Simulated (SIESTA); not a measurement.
**BAs under changes of volume**

One of the cells (13.899 Å³/atom); the others are scaled copies at fixed shape and fractional positions:

```xyz
2
Lattice="0.0000 2.4043 2.4043 2.4043 0.0000 2.4043 2.4043 2.4043 0.0000" Properties=species:S:1:pos:R:3 pbc="T T T"
As    3.6065    3.6065    3.6065
B     0.0000    0.0000    0.0000
```

| Property | Result |
| --- | --- |
| Program | SIESTA 5.4.2 |
| Functional | PBE |
| Potentials or basis | PseudoDojo 0.4 standard (PBE files) |
| Basis | DZP (energy shift 0.003 Ry; two zetas on semicore shells) |
| Grid cutoff | 500 Ry |
| Energy shift | 0.003 Ry |
| k mesh | 10 × 10 × 10 |
| Occupations | fermi-dirac, width 0.05 eV |
| Spin | no spin polarisation |

```tsv
volume (Å³/atom)	energy over the lowest point (meV/atom)	pressure (GPa)	gap on the mesh (eV)
12.809	?	?	?
13.081	34.13	11.0	1.31
13.354	18.18	7.8	1.33
13.899	1.78	2.2	1.36
14.171	0.00	-0.1	1.38
14.444	2.11	-2.4	1.39
```

What does the run at 12.809 Å³/atom give?

Energy over the lowest point 55.94 meV/atom; pressure 14.8 GPa; gap on the mesh 1.29 eV.

Worked out: A Birch-Murnaghan fit of order 3 (a polynomial in V^(-2/3)) to the other rows has its minimum at 14.15 Å³/atom with B0 = V·E''(V) = 115 GPa and B' = 5.1. It gives 55.93 meV/atom at 12.809 Å³/atom, against the run's 55.94, and -dE/dV = 14.7 GPa, against 14.8. A straight line through the other rows of the gap, of slope 0.815 eV per unit of ln V, extrapolates to 1.29 eV, against the run's 1.29.

Energies are extrapolated to zero smearing.

Caveats: the basis of atomic orbitals isn't converged, which shifts pressures, moduli and gaps.

A mesh can miss the band edges. Spin-orbit coupling on As is left out.
